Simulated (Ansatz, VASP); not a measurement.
## NaS6: VASP beside Ansatz

INCAR

```
PREC = Accurate
ENCUT = 600
EDIFF = 1E-7
ISMEAR = 0
SIGMA = 0.1
LREAL = False
LASPH = True
NELM = 80
ALGO = Normal
ISIF = 3
LWAVE = False
LCHARG = False
GGA = PE
IBRION = 2
NSW = 90
EDIFFG = -0.04
```

Contents of KPOINTS:

```
Automatic mesh
0
Gamma
  4 4 4
```

POSCAR

```
NaS6
1.0
    0.0000000000      4.4885215300      4.4885215300
    4.4885215300      0.0000000000      4.4885215300
    4.4885215300      4.4885215300      0.0000000000
Na S
1 6
Direct
    0.5000000000      0.5000000000      0.5000000000
    0.5000000000      0.0000000000      0.0000000000
    0.0000000000      0.5000000000      0.5000000000
    0.0000000000      0.5000000000      0.0000000000
    0.5000000000      0.0000000000      0.5000000000
    0.0000000000      0.0000000000      0.5000000000
    0.5000000000      0.5000000000      0.0000000000
```

Input for Ansatz:

```yaml
crystal:
  lattice:
    - [0.0, 4.48852153, 4.48852153]
    - [4.48852153, 0.0, 4.48852153]
    - [4.48852153, 4.48852153, 0.0]
  atoms:
    - { symbol: Na, position: [0.5, 0.5, 0.5] }
    - { symbol: S, position: [0.5, 0.0, 0.0] }
    - { symbol: S, position: [0.0, 0.5, 0.5] }
    - { symbol: S, position: [0.0, 0.5, 0.0] }
    - { symbol: S, position: [0.5, 0.0, 0.5] }
    - { symbol: S, position: [0.0, 0.0, 0.5] }
    - { symbol: S, position: [0.5, 0.5, 0.0] }
basis:
  ecutwfc: 420
kpoints:
  mp_grid: { grid: [4, 4, 4] }
hamiltonian:
  xc: pbe
scf:
  occupations: { method: gaussian, width: 0.1 }
  lower_state_search: "off"
output:
  forces: true
  stress: true
  eigenvalues: true
relax:
  adjacent_minimum: "off"
  f_tol: 0.04
  max_steps: 70
  cell: { stress_tol: 0.4 }
```

Alike in both runs: task relaxation of cell and atoms; functional PBE; k mesh 4 × 4 × 4; occupations gaussian, width 0.1 eV; no spin polarisation.

|  | VASP | Ansatz |
| --- | --- | --- |
| version | VASP 6.6.1 | Ansatz 0.2.0 |
| potentials or method | VASP PAW PBE potentials, release 64 (Na_pv, S) | scalar-relativistic, plane waves, PAW |
| plane-wave cutoff (eV) | 600 | 420 |
| valence electrons in the cell | 43 | 45 |

|  | VASP | Ansatz | Ansatz less VASP |
| --- | --- | --- | --- |
| gap on the k mesh at the Fermi level, each at its own relaxed structure (eV) | none | none | - |
| relaxed volume (Å³/atom) | 18.04 | 18.12 | +0.088 |
| relaxed cell length with the largest relative difference (Å) | 5.631 | 5.640 | +0.0091 |
| energy change over the relaxation (meV/atom) | -336 | -336 | +0.7 |

A gap of «none» marks a metal or a gap that the smearing closes. The two sets of potentials don't hold the same shells in valence.

Caveats: the volume moved by over 15 % at a fixed basis, so the end points are rough (VASP).
